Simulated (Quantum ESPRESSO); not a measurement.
ZrC in Quantum ESPRESSO: the effect of strain

The system is ZrC.

```
Zr C
1.0
     0.00000    2.27040    2.36500
     2.27040    0.00000    2.36500
     2.27040    2.27040    0.00000
Zr C
1 1
Direct
  0.50000 0.50000 0.50000
  0.00000 0.00000 0.00000
```

Alike in all runs:

```yaml
Program: Quantum ESPRESSO 7.5
Task: relaxation of the atoms
Functional: PBEsol
Potentials_or_basis: SSSP 1.3 efficiency PBE
Cutoff: 748 eV
Density_cutoff: 5987 eV
k_mesh: 10 × 10 × 10
Occupations: fermi-dirac, width 0.05 eV
Spin: no spin polarisation
Kind_of_strain: biaxial_xy
Mixing_beta: 0.5
Most_SCF_iterations: 120
SCF_threshold: 4e-10 Ry
Most_ionic_steps: 40
Forc_conv_thr: 0.0004 Ry/bohr
Etot_conv_thr: 1e-05 Ry
```

Each run relaxes the cell or the atoms first.

| strain | pressure (GPa) |
| --- | --- |
| -0.04 | 11.9 |
| -0.02 | ? |
| -0.01 | -4.1 |
| 0 | -8.4 |
| 0.01 | -12.2 |
| 0.02 | -15.5 |
| 0.04 | -21.2 |

Q: What does the run with strain -0.02 give?

A: Pressure 0.7 GPa.

Worked out: A parabola through the other rows of the pressure, of slope -505 GPa per unit of strain there, gives 0.8 GPa, against the run's 0.7.

Caveats: the potentials were made for another functional, which shifts forces and pressure; the relaxation stopped at its first step, so nothing moved.

Runs at the PBE level aren't shown here.
